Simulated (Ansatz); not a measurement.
BP at 30 GPa: from Born charge to LO–TO splitting and polaron coupling

Level of theory: Ansatz, DFT PBE, scalar-relativistic, plane waves, PAW. Plane waves to 420 eV; Γ-centred k mesh 12×12×12; fixed occupations. No spin polarisation. Phonons by linear response, acoustic sum rule imposed.

The cell, relaxed at 30 GPa:
```
B P
1.0
     0.00000    2.16918    2.16918
     2.16918    0.00000    2.16918
     2.16918    2.16918    0.00000
B P
1 1
Cartesian
  0.0000 0.0000 0.0000
  3.2538 3.2538 3.2538
```

Other phases may be more stable at this pressure.

Linear response gives ν_TO = 919.9 cm⁻¹, Born charges ±0.963 e (positive on P) and ε∞ = 9.148. The primitive cell holds 20.413 Å³, and the masses are 10.810 and 30.974 amu.

Question: Find ν_LO and the static dielectric constant.

Answer: The long-wave field adds a restoring force: ω_LO² − ω_TO² = Z*²e²/(ε_vac ε∞ μV). In these units ν_LO² − ν_TO² = 4.92064×10⁷ Z*²/(μ V ε∞) cm⁻², with μ = m₁m₂/(m₁ + m₂) = 8.013 amu: 30489 cm⁻². So ν_LO = √(919.9² + 30489) = 936.3 cm⁻¹, and the run gives 936.3. Lyddane–Sachs–Teller then gives ε0 = ε∞ (ν_LO/ν_TO)² = 9.48, against 9.48 in the run (it forms both from the same three quantities, so the match checks the arithmetic only). Between ν_TO and ν_LO the dielectric function is negative and an undamped crystal reflects fully: a reststrahlen band from 10.7 to 10.9 μm.

Question: What do the Clausius–Mossotti polarisability and the Szigeti charge come to?

Answer: With the Lorentz local field, α = (3V/4π)(ε∞ − 1)/(ε∞ + 2) = 3.56 Å³ for the pair, and e_S = 3Z*/(ε∞ + 2) = 0.26 e. The Born charge includes the electrons' response to the dipole's own local field, and e_S takes that enhancement out. The Lorentz field assumes point-like polarisable ions, a poor picture once ε∞ is this large, since the electron clouds then overlap or are shared, so both numbers are formal here.

Question: How strongly does a slow electron couple to the LO mode?

Answer: For one isotropic parabolic band, Fröhlich's constant is α_F = (1/ε∞ − 1/ε0) √(m* Ry/ħω_LO), with Ry = 13.606 eV, ħω_LO = 116.1 meV and m* in free-electron masses: α_F = 0.0038 × 10.83 × √m* = 0.04 √m*. The band mass isn't part of this run; for m* = 0.1, 0.3 and 1 it gives 0.01, 0.02, 0.04. In weak coupling the polaron lies α_F ħω_LO below the band edge (3 meV at m* = 0.3) with a mass m*(1 + α_F/6); past α_F of about 5 or 6 that expansion fails. A semilocal functional's ε∞ tends to be too large, which taken alone lowers α_F.

Cost: 1 run of about 0.26 core-minutes, on AMD EPYC 9R45 (Zen 5) (shared hosts).